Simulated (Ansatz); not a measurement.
# FeGe (P6/mmm) in Ansatz: a series of runs

One crystal, FeGe, is run at these levels: PBEsol; tasks: relaxation of cell and atoms.

All numbers are computed with Ansatz 0.2.0; they aren't measurements. Logs are shortened: lines on timing, memory, paths and dates and some standing lists are left out, and cuts for length are marked.

## (1) Starting point

Symmetry: P6/mmm, No. 191, hexagonal system. The conventional cell has a = 4.998 Å, b = 4.998 Å, c = 4.116 Å, α = 90.00°, β = 90.00°, γ = 120.00°. Ge (site symmetry -6m2) is surrounded by 6 Fe at 2.51 Å and 3 Ge at 2.89 Å. Ge (site symmetry 6/mmm) is surrounded by 6 Fe at 2.50 Å. Fe (site symmetry mmm) has 6 Ge at 2.50 to 2.51 Å and 4 Fe at 2.50 Å as nearest neighbours.

The cell is a database's computed one.

## (2) Relaxation of cell and atoms, PBEsol, collinear spin, ferromagnetic start, target pressure 20 GPa, at which the enthalpy is minimised

input.yaml reads:

```yaml
crystal:
  lattice:
    - [4.9976023358, 0.0, 0.0]
    - [-2.4988011679, 4.3280505808, 0.0]
    - [0.0, 0.0, 4.11576135]
  atoms:
    - { symbol: Ge, position: [0.6666666667, 0.3333333333, 0.5] }
    - { symbol: Ge, position: [0.3333333333, 0.6666666667, 0.5] }
    - { symbol: Ge, position: [0.0, 0.0, 0.0] }
    - { symbol: Fe, position: [0.0, 0.5, 0.0], spin: 3.0 }
    - { symbol: Fe, position: [0.5, 0.5, 0.0], spin: 3.0 }
    - { symbol: Fe, position: [0.5, 0.0, 0.0], spin: 3.0 }
hamiltonian:
  xc: pbesol
  pseudopotentials: { kind: paw }
magnetization:
  spin_polarized: true
kpoints:
  mp_grid: { grid: [6, 6, 7] }
scf:
  occupations: { method: fermi_dirac, width: 0.05 }
output:
  forces: true
  stress: true
  eigenvalues: true
relax:
  f_tol: 0.01
  max_steps: 40
  cell: { stress_tol: 0.05, p_target: 20.0 }
```

Potentials or basis: Ansatz PAW.

Command:

```console
ansatz run input.yaml --threads 2 --pin off --max-ram 5632MiB --backend cpu --events-out ev --progress --plain --runs-dir out
```

Log:

```text
Warning: RAYON_NUM_THREADS=2 ignored (pool sized by the plan → 2); use --threads N
Engine: ansatz 0.2.0, x86_64-unknown-linux-gnu
Pseudopotentials: kind: paw
Pseudopotential: Ge, paw, valence charge 14, recommended cutoff 420 eV (normal), Ge.paw.azcp
Pseudopotential: Fe, paw, valence charge 16, recommended cutoff 420 eV (normal), Fe.paw.azcp
Functional definition: PBEsol
  exchange = pbesol_x
  correlation = pbesol_c
Crystal: 6 atoms, lattice volume = 89.023 Å³
Basis set: ecut = 420 eV, 1699 PW (Γ), exchange–correlation on 72×72×60 points (8 copies of the dense FFT grid, shifted against one another)
Bands: 60, of which v1, the nominal top of the filled ones, is band 45 counted from 1 (44 counted from 0)
Symmetry: 24 space group operations
Space group: P6/mmm (ITA 191), of the structure as read, at distance tolerance 4.5e-5 Å
Magnetic group: BNS 191.233 (UNI 1463), of the structure as read, at distance tolerance 4.5e-5 Å
k-points: 28 of 252
Non-local potential: Ge, projectors of the file, l = 0: 2, l = 1: 2, l = 2: 3, l = 3: 1
Non-local potential: Fe, projectors of the file, l = 0: 3, l = 1: 2, l = 2: 3, l = 3: 1
PAW form: soft (Blöchl's): semilocal exchange-correlation on the pseudo side does not see the compensation charge
PAW frozen core: Ge, regenerated for the run's functional, and the local potential with it (the file was generated under x = pbe(κ = 0.804, μ = 0.2195149727645171), c = pbe(β = 0.06672455060314922))
PAW frozen core: Fe, regenerated for the run's functional, and the local potential with it (the file was generated under x = pbe(κ = 0.804, μ = 0.2195149727645171), c = pbe(β = 0.06672455060314922))
PAW one-centre angular grid: Ge, 590 points (default); XC on 64 Gauss nodes
PAW one-centre angular grid: Fe, 590 points (default); XC on 64 Gauss nodes
Initial density: superposition of atomic densities (chi_scale 0.1, normalization cell)
Starting moments: Σ|m| = 9 μB on 3 of 6 sites
Initial wavefunctions: pseudopotential atomic-orbital guess
Functional: x = pbesol(κ = 0.804, μ = 0.12345679012345678), c = pbesol(β = 0.046)
SCF iter   1: F=—  HF=-26105.443383 eV  |F-HF|=—  |Δ(HF+E_count)|=         —  Δρ=3.93e-2 (↑3.93e-2 ↓3.35e-2)  dr2=3.14e0  dr2_m=2.90e-1  M=7.137 μB ∫|m|=7.941 μB  β_m=0.30  ethr=3.10e-3  ⟨swp⟩=6.0  Hψ=11407  notcnv=0  defer=3
Mixer restart at iter 1: flushing history
preconditioner: auto → Kerker (q_TF=auto, 2.733 Å⁻¹)  [metal: Δε(μ)=0.010 eV  Ē_g=17.498 eV  σ=0.050 eV  W_gap=0.05  n_scr=26 (ndim 8)  ℏωp=32.0 eV  f_vac=0.002  D(μ)=4.22/eV (n_scr^D=32)]
spin=Collinear: Kerker preconditioning applied to the charge; magnetization (m = ρ↑ − ρ↓) channel mixes plain (no charge-response kernel on spin).
SCF iter   2: F=—  HF=-26105.488617 eV  |F-HF|=—  |Δ(HF+E_count)|=   4.52e-2  Δρ=2.75e-2 (↑2.12e-2 ↓2.75e-2)  dr2=2.35e0  dr2_m=2.33e-1  M=6.847 μB ∫|m|=7.733 μB  β_m=0.49  ethr=3.10e-3  ⟨swp⟩=2.0  Hψ=4369  notcnv=0  defer=262
SCF iter   3: F=—  HF=-26106.928100 eV  |F-HF|=—  |Δ(HF+E_count)|=    1.44e0  Δρ=2.89e-2 (↑1.60e-2 ↓2.89e-2)  dr2=2.22e0  dr2_m=2.67e-1  M=6.364 μB ∫|m|=7.364 μB  β_m=0.25  ethr=2.61e-3  ⟨swp⟩=2.0  Hψ=3866  notcnv=0  defer=279
SCF iter   4: F=—  HF=-26107.579078 eV  |F-HF|=—  |Δ(HF+E_count)|=   6.51e-1  Δρ=2.14e-2 (↑1.77e-2 ↓2.14e-2)  dr2=1.27e0  dr2_m=2.16e-1  M=6.015 μB ∫|m|=7.027 μB  β_m=0.20  ethr=2.46e-3  ⟨swp⟩=2.0  Hψ=4381  notcnv=0  defer=261
SCF iter   5: F=—  HF=-26107.836048 eV  |F-HF|=—  |Δ(HF+E_count)|=   2.57e-1  Δρ=1.86e-2 (↑1.86e-2 ↓1.17e-2)  dr2=5.64e-1  dr2_m=9.88e-2  M=5.756 μB ∫|m|=6.675 μB  β_m=0.72  ethr=1.41e-3  ⟨swp⟩=2.0  Hψ=4090  notcnv=0  defer=260
SCF iter   6: F=—  HF=-26107.949828 eV  |F-HF|=—  |Δ(HF+E_count)|=   1.14e-1  Δρ=1.19e-2 (↑1.19e-2 ↓4.59e-3)  dr2=8.04e-2  dr2_m=4.44e-2  M=4.789 μB ∫|m|=5.598 μB  β_m=0.86  ethr=6.27e-4  ⟨swp⟩=2.9  Hψ=5590  notcnv=0  defer=269
SCF iter   7: F=—  HF=-26108.030026 eV  |F-HF|=—  |Δ(HF+E_count)|=         —  Δρ=1.88e-2 (↑1.88e-2 ↓1.04e-2)  dr2=6.91e-2  dr2_m=1.69e-1  M=4.356 μB ∫|m|=5.069 μB  β_m=0.86  ethr=8.94e-5  ⟨swp⟩=1.5  Hψ=3893  notcnv=0  defer=269
Mixer restart at iter 7: flushing history
SCF iter   8: F=—  HF=-26108.021552 eV  |F-HF|=—  |Δ(HF+E_count)|=   8.47e-3  Δρ=9.21e-3 (↑2.78e-3 ↓9.21e-3)  dr2=6.92e-2  dr2_m=1.10e-2  M=4.304 μB ∫|m|=4.987 μB  β_m=0.89  ethr=7.68e-5  ⟨swp⟩=2.4  Hψ=6516  notcnv=0  defer=269
SCF iter   9: F=—  HF=-26108.036562 eV  |F-HF|=—  |Δ(HF+E_count)|=   1.50e-2  Δρ=9.18e-3 (↑9.18e-3 ↓3.29e-3)  dr2=8.57e-2  dr2_m=7.54e-3  M=4.263 μB ∫|m|=4.915 μB  β_m=0.72  ethr=7.68e-5  ⟨swp⟩=2.8  Hψ=7108  notcnv=0  defer=267
SCF iter  10: F=—  HF=-26108.008584 eV  |F-HF|=—  |Δ(HF+E_count)|=   2.80e-2  Δρ=8.75e-4 (↑6.56e-4 ↓8.75e-4)  dr2=2.88e-3  dr2_m=3.04e-5  M=4.257 μB ∫|m|=4.908 μB  β_m=0.85  ethr=7.68e-5  ⟨swp⟩=2.2  Hψ=6314  notcnv=0  defer=267
[... 98 lines left out ...]
SCF converged after 12 iterations
Magnetization: 3.2148 μB (46.6074 up, 43.3926 down)
Absolute magnetization: 3.6503 μB (∫|ρ↑−ρ↓|, with the PAW one-centre terms)
Spin contamination: 0.0606 ħ² per cell (⟨S²⟩ above its minimum at these occupations)
Per-site moments (μB) at R_I (Å): [(-0.0317440677834173, 0.969842894126576), (-0.031744067783417075, 0.9698428941265758), (-0.04138446142410411, 0.9837351994661347), (1.1134920467601086, 0.969842894126576), (1.1134920467601082, 0.9698428941265762), (1.1134920467601106, 0.9698428941265758)]
Free energy (F): -26107.787324 eV
Harris-Foulkes:  -26107.787324 eV  (|F-HF|=3.64e-11)
Internal energy: -26107.749014 eV  (E = F + TS)
E sigma→0 (E₀):  -26107.768169 eV
Entropy (-TS):   -0.038311 eV (-6.385 meV/atom)
Fermi energy:    17.362917 eV
--- Per-component energies (eV) ---
  E_band       = -802.011498
  E_kinetic    = 1423.721902
  E_local      = -13371.557732  (includes V_loc(G=0)·N_el)
  E_nonlocal   = 1914.665913
  E_hartree    = 5864.665658
  E_xc         = -589.682288
  E_vxc        = -666.370608  (∫ρ·V_xc dr)
  E_paw        = -9941.784604  (= ΣΔE_a)
  E_vpaw       = -1831.805302  (= ΣTr[D̂ρ^β])
  E_aug_tail   = 0.003681  (compensation charges beyond the density's cutoff)
  E_ewald      = -11411.072958
  E_core_change = 3.291414  (= ΣΔE_core)
  E_smearing   = -0.038311  (= −TS)
  E_closure    = -0.000000  (closes the sum)
  Σ components = -26107.787324   (vs F -26107.787324, Δ=0.00e0)
--- Forces (eV/Å), atoms counted from 1 ---
  atom   1  Ge    -0.00000000     0.00000000     0.00000000
  atom   2  Ge    -0.00000000    -0.00000000     0.00000000
  atom   3  Ge     0.00000000     0.00000000     0.00000000
  atom   4  Fe    -0.00000000    -0.00000000     0.00000000
  atom   5  Fe    -0.00000000     0.00000000     0.00000000
  atom   6  Fe     0.00000000     0.00000000     0.00000000
  max |Σ_I F_I| component: 5.55e-17 eV/Å
--- Stress (GPa, compression-positive) ---
       20.010325       0.000000       0.000000
        0.000000      20.010325      -0.000000
        0.000000      -0.000000      19.986693
  P = ⅓ Tr σ = 20.0024 GPa (200.024 kbar)
--- Band table (eV; the first three rows and the last of 56) ---
  k-point 0 ↑: bands = ["-70.0810", "-70.0020", "-70.0020", "-36.6634", "-36.4211", "-36.4211", "-36.2371", "-36.1679", "-36.1679", "-36.1417", "-36.1104", "-36.1104", "-7.5670", "-7.4855", "-7.4855", "-7.4011", "-7.4011", "-7.3798", "-7.3798", "-7.3380", "-7.3360", "-7.3360", "-7.3331", "-7.3331", "-7.2969", "-7.2969", "-7.2487", "3.7941", "8.4010", "10.7511", "11.8205", "11.9488", "11.9488", "12.4246", "13.9050", "13.9050", "13.9411", "13.9411", "14.0925", "14.4282", "14.4282", "16.1160", "16.1160", "16.3627", "16.4325", "16.4325", "17.8347", "18.1091", "19.3406", "19.3406", "20.7128", "21.3646", "22.3382", "22.3382", "24.1995", "25.1925", "25.2350", "25.2350", "27.8051", "28.7139"]
  k-point 1 ↑: bands = ["-70.0810", "-70.0020", "-70.0020", "-36.6631", "-36.4212", "-36.4212", "-36.2380", "-36.1681", "-36.1681", "-36.1417", "-36.1104", "-36.1104", "-7.5654", "-7.4863", "-7.4863", "-7.4000", "-7.4000", "-7.3831", "-7.3831", "-7.3354", "-7.3354", "-7.3339", "-7.3338", "-7.3338", "-7.2954", "-7.2954", "-7.2499", "4.0064", "8.3227", "10.2463", "11.8455", "12.1800", "12.1800", "12.5559", "13.7077", "13.7077", "13.9566", "13.9566", "14.1111", "14.6847", "14.6847", "16.1177", "16.1177", "16.3492", "16.4080", "16.4080", "17.7693", "18.1092", "18.8711", "18.8711", "20.1316", "22.0484", "22.0484", "22.3155", "22.4155", "24.5418", "24.5418", "27.2927", "28.6975", "28.6975"]
  k-point 2 ↑: bands = ["-70.0809", "-70.0019", "-70.0019", "-36.6625", "-36.4212", "-36.4212", "-36.2398", "-36.1686", "-36.1686", "-36.1417", "-36.1104", "-36.1104", "-7.5618", "-7.4883", "-7.4883", "-7.3975", "-7.3975", "-7.3904", "-7.3904", "-7.3355", "-7.3355", "-7.3340", "-7.3340", "-7.3249", "-7.2921", "-7.2921", "-7.2526", "4.6236", "7.8866", "9.6762", "10.9411", "12.8142", "12.8142", "13.4546", "13.4546", "13.7736", "14.0252", "14.0252", "14.1588", "15.0896", "15.0896", "16.1178", "16.1178", "16.3190", "16.3554", "16.3554", "17.3390", "17.6481", "17.6481", "18.1096", "19.4338", "20.2981", "21.4106", "21.4106", "23.8012", "23.8012", "24.8595", "29.2745", "29.2745", "29.9195"]
  k-point 27 ↓: bands = ["-68.7626", "-68.7626", "-68.7217", "-35.1629", "-35.1629", "-35.0785", "-35.0311", "-35.0311", "-34.9931", "-34.9446", "-34.9446", "-34.8864", "-7.5587", "-7.4963", "-7.4963", "-7.4560", "-7.3941", "-7.3941", "-7.3810", "-7.3810", "-7.3682", "-7.3294", "-7.3294", "-7.2938", "-7.2902", "-7.2765", "-7.2765", "7.4339", "7.4339", "8.0923", "11.0555", "11.0777", "11.0777", "13.8037", "13.8037", "14.5794", "14.5794", "14.8720", "15.8117", "15.8117", "16.2269", "16.6470", "16.6470", "16.7533", "17.2428", "17.2428", "17.3926", "18.1577", "18.8056", "21.1604", "21.1604", "22.4487", "22.4487", "23.5665", "25.1254", "27.9848", "27.9848", "28.0288", "28.6607", "28.6607"]
--- Relaxed structure (5 steps of the walk, 5 accepted, 1 SCFs on fresh bases) ---
  F+E_penalty+E_count = -26107.78732431 eV   max|allowed force component| = 1.850e-17 eV/Å   (the final SCF, on the basis selected at the relaxed cell)
  cell:  # Å, volume = 75.0940 Å³
    - [4.769625209532776, 0.0, 0.0]
    - [-2.384812604766388, 4.13061659798606, 0.0]
    - [0.0, 0.0, 3.8115904242968375]
  atoms:
    - { symbol: Ge, position: [0.6666666666666667, 0.33333333333333337, 0.5] }
    - { symbol: Ge, position: [0.33333333333333337, 0.6666666666666669, 0.5] }
    - { symbol: Ge, position: [-4.0106932882869106e-36, -3.377967701546348e-35, 0.0] }
    - { symbol: Fe, position: [5.551115123125783e-17, 0.5000000000000001, 0.0] }
    - { symbol: Fe, position: [0.5, 0.5000000000000001, 0.0] }
    - { symbol: Fe, position: [0.5, 3.331614799981389e-35, 0.0] }
```

Run time: 1.9 min. Hardware: 2 threads of AMD EPYC (Zen 3), shared host; peak memory 0.61 GiB.

Results:

| Quantity | Value |
| --- | --- |
| Free energy | -26107.7873 eV |
| Relaxed volume | 12.52 Å³/atom |
| Relaxed cell | a = 4.770 Å, b = 4.770 Å, c = 3.812 Å, α = 90.00°, β = 90.00°, γ = 120.00° |
| Space group after relaxing (to 0.05 Å) | P6/mmm (No. 191) |
| Energy change on relaxing (the enthalpy is what falls) | +36.9 meV/atom |
| Ionic steps | 6 |
| Pressure after relaxing | 20.0 GPa |
| Band gap on the k mesh | none (metal or under the smearing width) |
| Net moment | 3.21 μB per cell |
| Absolute moment | 3.65 μB per cell |
| Site moments | Ge -0.03, -0.04; Fe +1.11 μB |

Step by step:
```csv
step,energy change (eV),largest force (eV/Å),volume (Å³)
1,0.0000,0.0000,89.02
2,-0.0095,0.0000,77.46
3,0.2976,0.0000,74.49
4,0.2258,0.0000,75.01
5,0.2157,0.0000,75.09
6,0.2211,0.0000,75.09
```

Final structure:
```
CELL_PARAMETERS angstrom
4.76963 0.00000 0.00000
-2.38481 4.13062 0.00000
0.00000 0.00000 3.81159
ATOMIC_POSITIONS crystal
Ge 0.66667 0.33333 0.50000
Ge 0.33333 0.66667 0.50000
Ge 0.00000 0.00000 0.00000
Fe 0.00000 0.50000 0.00000
Fe 0.50000 0.50000 0.00000
Fe 0.50000 0.00000 0.00000
```

Levels at points of the mesh, in eV from the Fermi level:
Spin up:
```
            k point  band 44  band 45  band 46  band 47  band 48  band 49
 (0.00, 0.00, 0.00)    -1.00    -0.93    -0.93     0.47     0.75     1.98
(0.00, -0.50, 0.00)    -1.08    -0.95     0.99     1.08     1.60     2.04
```
Spin down:
| k point | band 39 | band 40 | band 41 | band 42 | band 43 | band 44 | band 45 | band 46 | band 47 | band 48 |
| --- | --- | --- | --- | --- | --- | --- | --- | --- | --- | --- |
| (0.00, 0.00, 0.00) | -2.80 | -1.93 | -1.93 | 0.16 | 0.16 | 0.27 | 0.35 | 0.35 | 1.36 | 1.60 |
| (0.00, -0.50, 0.00) | -2.39 | -1.96 | -1.14 | -0.72 | -0.48 | 0.15 | 0.33 | 1.77 | 1.89 | 1.94 |

Caveat: the volume moved by over 15 % at a fixed basis, so the end points are rough; the plane-wave basis is chosen anew once the cell has moved, so the energies of steps on either side of that aren't comparable; the PAW data sets come from PBE, with cores solved anew for the run's functional, which leaves a small shift of forces and pressure.

## (3) Relaxation of cell and atoms, PBEsol, collinear spin, ferromagnetic start, target pressure 30 GPa, at which the enthalpy is minimised

input.yaml: that of step 2 with these lines changed.

```diff
@@ -28,2 +28,2 @@
   max_steps: 40
-  cell: { stress_tol: 0.05, p_target: 20.0 }
+  cell: { stress_tol: 0.05, p_target: 30.0 }
```

Potentials or basis: Ansatz PAW.

Command:

```console
ansatz run input.yaml --threads 2 --pin off --max-ram 5632MiB --backend cpu --events-out ev --progress --plain --runs-dir out
```

Run time: 1.9 min. Hardware: 2 threads of AMD EPYC (Zen 3), shared host; peak memory 0.61 GiB.

It converged, with:

* Free energy: -26107.3828 eV
* Relaxed volume: 12.08 Å³/atom
* Relaxed cell: a = 4.719 Å, b = 4.719 Å, c = 3.759 Å, α = 90.00°, β = 90.00°, γ = 120.00°
* Space group after relaxing (to 0.05 Å): P6/mmm (No. 191)
* Energy change on relaxing (the enthalpy is what falls): +104.3 meV/atom
* Ionic steps: 6
* Pressure after relaxing: 30.0 GPa
* Band gap on the k mesh: none (metal or under the smearing width)
* Net moment: 3.14 μB per cell
* Absolute moment: 3.52 μB per cell
* Site moments: Ge -0.03, -0.04; Fe +1.08 μB

The path:
```
step  energy change (eV)  largest force (eV/Å)  volume (Å³)
   1              0.0000                0.0000        89.02
   2              0.0162                0.0000        77.19
   3              0.9737                0.0000        70.80
   4              0.5889                0.0000        72.65
   5              0.6190                0.0000        72.49
   6              0.6256                0.0000        72.49
```

Final structure:
```cif
data_structure
_symmetry_space_group_name_H-M 'P 1'
_symmetry_Int_Tables_number 1
_cell_length_a 4.7186
_cell_length_b 4.7186
_cell_length_c 3.7592
_cell_angle_alpha 90.000
_cell_angle_beta 90.000
_cell_angle_gamma 120.000
_cell_volume 72.49
loop_
_atom_site_label
_atom_site_type_symbol
_atom_site_fract_x
_atom_site_fract_y
_atom_site_fract_z
_atom_site_occupancy
Ge1 Ge 0.66667 0.33333 0.50000 1
Ge2 Ge 0.33333 0.66667 0.50000 1
Ge3 Ge 0.00000 0.00000 0.00000 1
Fe1 Fe 0.00000 0.50000 0.00000 1
Fe2 Fe 0.50000 0.50000 0.00000 1
Fe3 Fe 0.50000 0.00000 0.00000 1
```

Levels at points of the mesh, in eV from the Fermi level:
Spin up:
```tsv
k point	band 43	band 44	band 45	band 46	band 47	band 48	band 49	band 50
(0.00, 0.00, 0.00)	-1.22	-0.97	-0.89	-0.89	0.62	0.85	2.13	2.13
(0.00, -0.50, 0.00)	-1.61	-1.06	-0.91	1.09	1.21	1.76	2.17	3.31
```
Spin down:
| k point | band 41 | band 42 | band 43 | band 44 | band 45 | band 46 |
| --- | --- | --- | --- | --- | --- | --- |
| (0.00, 0.00, 0.00) | -2.04 | 0.16 | 0.16 | 0.26 | 0.34 | 0.34 |
| (0.00, -0.50, 0.00) | -1.21 | -0.77 | -0.51 | 0.15 | 0.33 | 1.86 |

Caveat: the volume moved by over 15 % at a fixed basis, so the end points are rough; the plane-wave basis is chosen anew once the cell has moved, so the energies of steps on either side of that aren't comparable; the PAW data sets come from PBE, with cores solved anew for the run's functional, which leaves a small shift of forces and pressure.
